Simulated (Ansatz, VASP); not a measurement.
## One calculation of ScAl2, two programs

```
Sc Al
1.0
     0.00000    3.72660    3.72660
     3.72660    0.00000    3.72660
     3.72660    3.72660    0.00000
Sc Al
2 4
Direct
  0.50000 0.50000 0.50000
  0.75000 0.75000 0.75000
  0.12500 0.12500 0.12500
  0.62500 0.12500 0.12500
  0.12500 0.62500 0.12500
  0.12500 0.12500 0.62500
```

The cell comes from a database or a generator and needn't be the stable form of this composition.

Alike in both runs: task single point; functional LDA; k mesh 5 × 5 × 5; no spin polarisation.

|  | VASP | Ansatz |
| --- | --- | --- |
| version | VASP 6.6.1 | Ansatz 0.2.0 |
| potentials or method | VASP PAW LDA potentials, release 64 (Sc_sv, Al) | plane waves, PAW |
| plane-wave cutoff (eV) | 520 | 653 |
| occupations | methfessel-paxton of order 1, width 0.1 eV | methfessel-paxton of order 1 |
| valence electrons in the cell | 34 | 34 |

|  | VASP | Ansatz | Ansatz less VASP |
| --- | --- | --- | --- |
| pressure (GPa) | 0.1 | -0.1 | -0.18 |

Ansatz warned: «stress_scf_threshold_loose».
